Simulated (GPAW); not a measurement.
# SiGe (P6_3mc) in GPAW: single point with PBEsol

Aim: the single point of SiGe with PBEsol.

Everything below comes from runs of GPAW 26.7.0. Logs are shortened: lines on timing, memory, paths and dates and some standing lists are left out, and cuts for length are marked. The log counts tension as positive stress, the text compression.

### Step 1. The structure

The structure is hexagonal, space group P6_3mc (No. 186). Conventional cell: a = 3.904 Å, b = 3.904 Å, c = 6.451 Å, α = 90.00°, β = 90.00°, γ = 120.00°. Around Ge (site symmetry 3m) lie 4 Si at 2.40 to 2.41 Å. Si (site symmetry 3m) has 4 Ge at 2.40 to 2.41 Å as nearest neighbours.

The cell comes from a database or a generator and needn't be the stable form of this composition.

### Step 2. Single point, PBEsol

The input, run.py:

```python
from ase import Atoms
from ase.dft.bandgap import bandgap
from ase.io import write
from ase.units import GPa
from gpaw import GPAW, PW, setup_paths

setup_paths.insert(0, '.')

atoms = Atoms(['Ge', 'Ge', 'Si', 'Si'],
              cell=[[3.9044512986, 0.0, 0.0],
                    [-1.9522256493, 3.3813540124, 0.0],
                    [0.0, 0.0, 6.450783]],
              scaled_positions=[[0.3333333333, 0.6666666667, 0.000392],
                                [0.6666666667, 0.3333333333, 0.500392],
                                [0.3333333333, 0.6666666667, 0.374607],
                                [0.6666666667, 0.3333333333, 0.874607]],
              pbc=True)

calc = GPAW(mode=PW(450),
            xc='PBEsol',
            kpts={'size': (6, 6, 4), 'gamma': True},
            occupations={'name': 'fermi-dirac', 'width': 0.05},
            nbands=18,
            maxiter=120,
            txt='gpaw.txt')
atoms.calc = calc
energy = atoms.get_potential_energy()
forces = atoms.get_forces()
stress = atoms.get_stress()
calc.write('gs.gpw')
write('result.traj', atoms)
print(f'Energy: {energy:.6f} eV')
print('Forces (eV/A):')
print(forces.round(4))
print('Stress (GPa):', (stress / GPa).round(3))
print('Fermi level:', round(calc.get_fermi_level(), 4), 'eV')
print(f'Gap: {bandgap(calc)[0]:.4f} eV, direct: {bandgap(calc, direct=True)[0]:.4f} eV')
```

Potentials or basis: PAW data sets generated in the run's folder for this functional, pw.

Run with:

```sh
$ gpaw-setup -f PBEsol Ge Si
$ OMP_NUM_THREADS=1 python run.py
```

gpaw.txt:

```text
__  _  _
 | _ |_)|_||  |
 |__||  | ||/\| - 26.7.0

Input parameters:
  mode=PW(ecut=450.00000000000006),
  kpts=MonkhorstPack(size=(6, 6, 4), gamma=True),
  maxiter=120,
  nbands=18,
  occupations=Occupations(name='fermi-dirac', width=0.05),
  xc=XC(name='PBEsol')

Diagonalizing LCAO Hamiltonian
Converting LCAO to pw mode

            Si

            Ge
        Si

        Ge

Atoms  # Å, Bohr magnetons
|   | symbol |         x |        y |        z |    initial magnetic moments |
|---|--------|-----------|----------|----------|-----------------------------|
| 0 |     Ge | -0.000000 | 2.254236 | 0.002529 | ( 0.0000,  0.0000,  0.0000) |
| 1 |     Ge |  1.952226 | 1.127118 | 3.227920 | ( 0.0000,  0.0000,  0.0000) |
| 2 |     Si | -0.000000 | 2.254236 | 2.416508 | ( 0.0000,  0.0000,  0.0000) |
| 3 |     Si |  1.952226 | 1.127118 | 5.641900 | ( 0.0000,  0.0000,  0.0000) |

Unit cell  # Å
| periodic |         x |        y |        z |  lengths |     angles |
|----------|-----------|----------|----------|----------|------------|
|      yes |  3.904451 | 0.000000 | 0.000000 | 3.904451 |  90.000000 |
|      yes | -1.952226 | 3.381354 | 0.000000 | 3.904451 |  90.000000 |
|      yes |  0.000000 | 0.000000 | 6.450783 | 6.450783 | 120.000000 |

Number of symmetries: 6
Symmetry operations  # r_c * U_cc + t_c -> r_c
|   | kind |            matrix            |
|---|------|------------------------------|
| 0 |  σ   |  1, 1, 0,  0,-1, 0,  0, 0, 1 |
| 1 |  E   |  1, 0, 0,  0, 1, 0,  0, 0, 1 |
| 2 |  C3  |  0, 1, 0, -1,-1, 0,  0, 0, 1 |
| 3 |  σ   |  0,-1, 0, -1, 0, 0,  0, 0, 1 |
| 4 |  σ   | -1, 0, 0,  1, 1, 0,  0, 0, 1 |
| 5 |  C3  | -1,-1, 0,  1, 0, 0,  0, 0, 1 |

BZ-sampling:
  Number of BZ points: 144
  Number of IBZ points: 24

  Monkhorst-Pack size: [6, 6, 4]
  Monkhorst-Pack shift: [0.08333333333333333, 0.08333333333333333, 0.125]

K-points  # in reciprocal-cell coordinates
|     |                                coordinates |     weight |
|-----|--------------------------------------------|------------|
|   0 | (  0.00000000,   0.00000000,   0.00000000) | 0.00694444 |
|   1 | (  0.00000000,   0.00000000,   0.25000000) | 0.01388889 |
|   2 | (  0.00000000,   0.00000000,   0.50000000) | 0.00694444 |
|   3 | (  0.16666667,   0.00000000,  -0.25000000) | 0.04166667 |
|   4 | (  0.16666667,   0.00000000,   0.00000000) | 0.04166667 |
|   5 | (  0.16666667,   0.00000000,   0.25000000) | 0.04166667 |
|   6 | (  0.16666667,   0.00000000,   0.50000000) | 0.04166667 |
|   7 | (  0.33333333,  -0.16666667,   0.00000000) | 0.04166667 |
|   8 | (  0.33333333,  -0.16666667,   0.25000000) | 0.08333333 |
|   9 | (  0.33333333,  -0.16666667,   0.50000000) | 0.04166667 |
| ... |                                            |            |
|  23 | (  0.50000000,   0.50000000,   0.50000000) | 0.02083333 |

Plane wave coefficients: 1866
Cutoff: 450.00000000000006 eV

Spin-components: 1 (collinear spins)
Bands:           18
Projectors:      20
Spin-degeneracy: 2
Datatype:        complex128

Parallelization:
  kpt:    1
  domain: 1
  band:   1

Density:
  Valence electrons: 16.0
  Components: 1
  Grid points: [20 20 32]
  Charge: 0.0  # |e|

Potential:
  Grid points: [20 20 32]

species:
  Ge:
    name:    Germanium
    Z:       32.0
    valence: 4
    core:    28
    charge:  0.0  # [|e|]
    compensation charges:
      type: gauss
      rc: 0.32  # [Å]
      lmax: 2
    cutoffs:
      filter: 1.77  # [Å]
      core: 3.42  # [Å]
    projectors
    | kind |    occ | energy [eV] | rcut [Å] |
    |------|--------|-------------|----------|
    |   4s |  2.000 |     -11.738 |    1.005 |
    |   4p |  2.000 |      -3.898 |    1.005 |
    |    s |        |      15.473 |    1.005 |
    |    p |        |      23.314 |    1.005 |
    |    d |        |       0.000 |    1.005 |

    Using partial waves for Ge as LCAO basis

  Si:
    name:    Silicon
    Z:       14.0
    valence: 4
    core:    10
    charge:  0.0  # [|e|]
    compensation charges:
      type: gauss
      rc: 0.33  # [Å]
      lmax: 2
    cutoffs:
      filter: 1.86  # [Å]
      core: 2.06  # [Å]
    projectors
    | kind |    occ | energy [eV] | rcut [Å] |
    |------|--------|-------------|----------|
    |   3s |  2.000 |     -10.768 |    1.058 |
    |   3p |  2.000 |      -4.057 |    1.058 |
    |    s |        |      16.444 |    1.058 |
    |    p |        |      23.155 |    1.058 |
    |    d |        |       0.000 |    1.058 |

    Using partial waves for Si as LCAO basis

Reference energy: -129854.913297  # eV

eigensolver:
  PPCG
  Converge bands: occupied
  niter=2

density mixing:
  MSR1-Mixer
  Pratt-step length: 0.05
  Maximum mixing coefficient: 0.75
  Old densities: 10
  SVD Regularization: 0.005
  Good broyden scale: 1.0
  Trust region scale: 1.0
  Backstep threshold: 4.0
  History deletion threshold: 6.0
  Fourier metric: weight=20.0, sigma=0.015

occupation numbers:
  Fermi-Dirac:
    width: 0.0500  # eV

poisson solver:
  ecut: 3600.0000000000005  # eV

xc functional:
  name: PBEsol with 2 nearest neighbor stencil

convergence criteria:
- Maximum [total energy] change in last 3 cyles: 0.0005 eV / valence electron
- Maximum integral of absolute [dens]ity change: 0.0001 electrons / valence electron
- Maximum integral of absolute [eigenst]ate change: 4e-08 eV^2 / valence electron
maximum number of iterations: 120

SCF iterations
|iter     | |      energy | eigst |  dens |
|---------|-|-------------|-------|-------|
|iter:   1| |  -21.347529 | -0.25 |       |
|iter:   2| |  -21.327852 | -2.57 | -0.86 |
|iter:   3| |  -21.151830 | -2.30 | -0.88 |
|iter:   4| |  -21.147044 | -3.25 | -1.51 |
|iter:   5| |  -21.147158c| -4.95 | -2.39 |
|iter:   6| |  -21.147176c| -6.21 | -3.11 |
|iter:   7| |  -21.147178c| -7.35 | -3.62 |
|iter:   8| |  -21.147178c| -7.74c| -4.27c|

Converged in 8 steps
Energy contributions relative to reference atoms: (reference = -129854.913297)

Energy contributions:
  Kinetic:          41.251401
  Coulomb:         -36.688575
  Zero:             -0.018946
  External:          0.000000
  Xc:              -25.690734
  Entropy:          -0.000650
  Spinorbit:         0.000000
  ----------------------------
  Free energy:     -21.147503
  Extrapolated:    -21.147178

dipole moment: (0.000151, 0.000187, -17.492609)  # |e|*Ang

Fermi level: 5.957
Eigenvalues  # (at kpt = [0.000, 0.000, 0.000])
| band index |      eig [eV] | occ [0-2] |
|------------|---------------|-----------|
|          0 |        -6.839 |     2.000 |
|          1 |        -4.691 |     2.000 |
|          2 |        -1.681 |     2.000 |
|          3 |         4.225 |     2.000 |
|          4 |         4.225 |     2.000 |
|          5 |         5.496 |     2.000 |
|          6 |         5.807 |     1.904 |
|          7 |         5.807 |     1.904 |
|          8 |         6.210 |     0.013 |
|          9 |         7.291 |     0.000 |
|         10 |         7.838 |     0.000 |
|         11 |         7.838 |     0.000 |
|         12 |         8.459 |     0.000 |
|         13 |        10.079 |     0.000 |
|         14 |        10.079 |     0.000 |
|         15 |        12.257 |     0.000 |
|        ... |               |           |
|         17 |        12.316 |     0.000 |

Gap: 0.343 eV
Transition (v -> c):
  (s=0, k=0, n=7, [0.00, 0.00, 0.00]) -> (s=0, k=21, n=8, [0.50, 0.50, 0.00])
Direct/indirect transitions are different
Direct gap: 0.403 eV
Transition at: (s=0, k=0, n=7, [0.00, 0.00, 0.00])

Forces  # eV/Ang
|        x |       y |        z |
|----------|---------|----------|
| -0.00000 | 0.00000 |  0.01170 |  # Ge   0
|  0.00000 | 0.00000 |  0.00935 |  # Ge   1
| -0.00000 | 0.00000 | -0.01158 |  # Si   2
|  0.00000 | 0.00000 | -0.00915 |  # Si   3

Stress tensor  # eV/Ang^3
|         x |         y |         z |
|-----------|-----------|-----------|
| -0.003297 | -0.000000 |  0.000000 |
| -0.000000 | -0.003297 | -0.000000 |
|  0.000000 | -0.000000 | -0.000823 |

# Writing to gs.gpw (mode='')
```

It took 11 s on 1 thread of Arm Neoverse V2, shared host; peak memory 0.16 GiB.

What came out:

- Free energy: -21.1475 eV
- Pressure: 0.4 GPa
- Largest force: 0.012 eV/Å
- Band gap on the k mesh: 0.34 eV, indirect (least direct gap 0.40 eV)

Forces in eV/Å, atoms in the order of the input:
```
Ge   0.000  0.000  0.012
Ge   0.000  0.000  0.009
Si   0.000  0.000 -0.012
Si   0.000  0.000 -0.009
```

Stress tensor (GPa, compression positive):
```
0.53 0.00 0.00
0.00 0.53 0.00
0.00 0.00 0.13
```

Caveat: the cutoff is short for stress and forces, so pressures can be off by a GPa or more. A k mesh can miss the band edges.
